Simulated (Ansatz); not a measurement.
Au under changes of volume

One of the cells (17.651 Å³/atom); the others are scaled copies at fixed shape and fractional positions:

```xyz
2
Lattice="1.4113 -2.5559 0.0000 1.4113 2.5559 0.0000 0.0000 0.0000 4.8932" Properties=species:S:1:pos:R:3 pbc="T T T"
Au    1.4113    0.8451    1.2233
Au    1.4113   -0.8451    3.6699
```

This isn't the form of Au at room conditions, which is fcc.

* Program: Ansatz 0.2.0
* Functional: PBEsol
* Potentials or basis: all-electron LAPW, scalar-relativistic
* Cutoff: 261 eV (chosen from the basis error)
* Basis error allowed: 0.001 eV/atom
* k mesh: 11 × 11 × 6
* Occupations: fermi-dirac, width 0.05 eV
* Spin: no spin polarisation

| volume (Å³/atom) | energy over the lowest point (meV/atom) | pressure (GPa) | largest force (eV/Å) |
| --- | --- | --- | --- |
| 16.592 | 7.03 | 5.3 | 0.043 |
| 16.945 | 0.00 | 1.2 | 0.035 |
| 17.298 | 1.21 | -2.2 | 0.028 |
| 17.651 | 9.57 | -5.3 | 0.021 |
| 18.004 | 24.13 | -7.9 | 0.014 |
| 18.357 | ? | ? | ? |
| 18.710 | 68.64 | -12.1 | 0.000 |

Task: What does the run at 18.357 Å³/atom give?

Result: Energy over the lowest point 44.07 meV/atom; pressure -10.2 GPa; largest force 0.006 eV/Å.

Worked out: A Birch-Murnaghan fit of order 3 (a polynomial in V^(-2/3)) to the other rows has its minimum at 17.06 Å³/atom with B0 = V·E''(V) = 172 GPa and B' = 5.8 at fixed shape and positions, which overstates the stiffness. It gives 44.06 meV/atom at 18.357 Å³/atom, against the run's 44.07, and -dE/dV = -10.2 GPa, against -10.2.

Energies are extrapolated to zero smearing.
